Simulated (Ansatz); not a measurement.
# AlN: band gap under strain

How does strain move the band edges of AlN (zincblende), and do the functionals agree on it? States: +1.2 % equal strain in all directions; -2.3 % biaxial strain in x and y, z held; -4.9 % strain along z alone.

Program: Ansatz 0.2.0. PAW datasets, plane waves. Calculated at 0 K for a non-magnetic cell.

**1. The system as given**

The unstrained cell was relaxed with r2SCAN; in each strained cell the atoms were relaxed again with r2SCAN. Names of k-points are those of the unstrained zone, where strain can split equivalent points. First state: +1.2 % equal strain in all directions.

Space group F-43m (No. 216), cubic; conventional cell a = 4.423 Å, 10.82 Å³ an atom. Al has 4 N at 1.92 Å; N has 4 Al at 1.92 Å.

Structure file:

```cif
data_structure
_symmetry_space_group_name_H-M 'F-43m'
_symmetry_Int_Tables_number 216
_cell_length_a 4.4231
_cell_length_b 4.4231
_cell_length_c 4.4231
_cell_angle_alpha 90.000
_cell_angle_beta 90.000
_cell_angle_gamma 90.000
_cell_volume 86.53
loop_
_atom_site_label
_atom_site_type_symbol
_atom_site_symmetry_multiplicity
_atom_site_Wyckoff_symbol
_atom_site_fract_x
_atom_site_fract_y
_atom_site_fract_z
_atom_site_occupancy
Al1 Al 4 a 0.00000 0.00000 0.00000 1
N1 N 4 d 0.25000 0.25000 0.75000 1
```

**2. +1.2 % equal strain in all directions: PBE**

The input, input.yaml:

```yaml
crystal:
  lattice:
    - [0.0, 2.2115319131, 2.2115319131]
    - [2.2115319131, 0.0, 2.2115319131]
    - [2.2115319131, 2.2115319131, 0.0]
  atoms:
    - { symbol: Al, position: [0.0, 0.0, 0.0] }
    - { symbol: "N", position: [0.25, 0.25, 0.25] }
kpoints:
  mp_grid: { grid: [10, 10, 10] }
  band_path:
    path:
      - [0.0, 0.0, 0.0]
      - [-0.5, -0.5, 0.0]
      - [-0.375, -0.375, 0.25]
      - [-0.375, 0.0, 0.375]
      - [0.0, 0.0, 0.5]
      - [-0.5, -0.25, 0.25]
    npoints: 1
hamiltonian:
  xc: pbe
scf:
  occupations: { method: fermi_dirac, width: 0.02 }
  n_extra_bands: 4
output:
  forces: true
  stress: true
  eigenvalues: true
```

The runs that follow: +1.2 % equal strain in all directions: r2SCAN; +1.2 % equal strain in all directions: HSE06; -2.3 % biaxial strain in x and y, z held: PBE; -2.3 % biaxial strain in x and y, z held: r2SCAN; -2.3 % biaxial strain in x and y, z held: HSE06; -4.9 % strain along z alone: PBE; -4.9 % strain along z alone: r2SCAN; -4.9 % strain along z alone: HSE06.

**Question.** What will these runs give?

As calculated:

Least gap in eV (negative: overlap):

```
                                   state   PBE  r2SCAN  HSE06
   +1.2 % equal strain in all directions  3.30    3.91   4.51
-2.3 % biaxial strain in x and y, z held  3.28    3.90   4.53
             -4.9 % strain along z alone  3.08    3.71   4.32
```

What this shows: Where both were run, the HSE06 gap lies +1.21 to +1.25 eV from PBE's, each on its own k points. In PBE the gap is least under -4.9 % strain along z alone (3.08 eV) and largest under +1.2 % equal strain in all directions (3.30 eV).
